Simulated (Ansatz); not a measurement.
# AlO: changing the choice of potentials or basis

```
CELL_PARAMETERS angstrom
2.76919 0.00000 0.00000
0.00000 2.76919 0.00000
0.00000 0.00000 2.76919
ATOMIC_POSITIONS crystal
Al 0.50000 0.50000 0.50000
O 0.00000 0.00000 0.00000
```

The cell comes from a database or a generator and needn't be the stable form of this composition.

Kept alike: task equation of state; functional PBE; k mesh 10 × 10 × 10; occupations fermi-dirac, width 0.05 eV; no spin polarisation. Program: Ansatz. Cutoffs run from 420 to 1380 eV. The mesh is that of the run's cell of 2 atoms. No spin-orbit coupling.

```csv
choice of potentials or basis,volume (Å³/atom),bulk modulus (GPa)
Ansatz NC,10.620,130.7
Ansatz PAW,10.620,131.0
Ansatz PAW (files of its older set among them),10.620,130.8
JTH PAW,10.594,131.1
PseudoDojo standard,10.580,131.0
PseudoDojo stringent,10.584,131.0
SPMS NC,10.594,130.9
SSSP efficiency PAW,10.616,131.4
```

Volume and modulus come from cells scaled at fixed shape and fractions.

The volume runs from 10.580 (PseudoDojo standard) to 10.620 Å³/atom (Ansatz NC; Ansatz PAW; Ansatz PAW (files of its older set among them)). The bulk modulus runs from 130.7 (Ansatz NC) to 131.4 GPa (SSSP efficiency PAW).
